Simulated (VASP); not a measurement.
ZnS:

```xyz
2
Lattice="0.0000 2.7020 2.7020 2.7020 0.0000 2.7020 2.7020 2.7020 0.0000" Properties=species:S:1:pos:R:3 pbc="T T T"
Zn    1.3510    1.3510    1.3510
S     0.0000    0.0000    0.0000
```

```yaml
Program: VASP 6.6.1
Task: relaxation of cell and atoms
Functional: PBEsol
Potentials_or_basis: VASP PAW PBE potentials, release 64 (Zn, S)
Cutoff: 600 eV
k_mesh: 10 × 10 × 10
Occupations: gaussian, width 0.03 eV
Spin: no spin polarisation
```

At the start: pressure -1.7 GPa; volume 19.73 Å³/atom.

How do energy, volume and symmetry change on relaxing?

Over 3 steps the energy falls by 2.7 meV/atom and the volume is 19.26 Å³/atom (-2.4 %); space group F-43m (No. 216, to 0.05 Å).

Step by step:
```tsv
step	energy change (eV)	largest force (eV/Å)	pressure (GPa)	volume (Å³)
1	0.0000	0.0000	-1.73	39.45
2	-0.0049	0.0000	0.60	38.25
3	-0.0054	0.0000	-0.03	38.51
```

Final structure:
```cif
data_structure
_symmetry_space_group_name_H-M 'P 1'
_symmetry_Int_Tables_number 1
_cell_length_a 3.7906
_cell_length_b 3.7906
_cell_length_c 3.7906
_cell_angle_alpha 60.000
_cell_angle_beta 60.000
_cell_angle_gamma 60.000
_cell_volume 38.51
loop_
_atom_site_label
_atom_site_type_symbol
_atom_site_fract_x
_atom_site_fract_y
_atom_site_fract_z
_atom_site_occupancy
Zn1 Zn 0.25000 0.25000 0.25000 1
S1 S 0.00000 0.00000 0.00000 1
```

Caveat: the PAW data sets were made with another functional, which shifts forces and pressure a little.
